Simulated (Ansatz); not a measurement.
Consider CoPt (space group P4/mmm, No. 123; a = 2.677 Å, c = 3.729 Å; ferromagnetic; relaxed with 0.1 eV smearing). Axes: x, y, z lie along a, b, c of the conventional cell.

Level of theory: r2SCAN (Ansatz, a quantum-chemistry and plane-wave program), no spin-orbit coupling.

For the base:

```
Quantity                               Value
-----------------------------  -------------
Shortest interatomic distance        2.657 Å
Magnetic state                 ferromagnetic
Band gap                                zero
```

It is then changed as follows: tensor shear ε_xz = +1.05 % (engineering shear γ = 0.0210), atoms relaxed at fixed cell.

Question: Predict the new energy relative to the base, shortest interatomic distance, stress, magnetic state and band gap.

Answer: The energy increases by 2.2 meV/atom; the shortest interatomic distance decreases by 0.020 Å (2.657 Å → 2.637 Å); the stress (xx, yy, zz, yz, xz, xy; compression positive) amounts to (0.1, 0.2, 0.2, 0.0, -2.5, 0.0) GPa; the magnetic state is still ferromagnetic; the band gap remains zero.

Other magnetic orders, which the real material may have, were not ruled out. The cells carry an imposed strain or load. Whether these cells are dynamically stable was not tested.
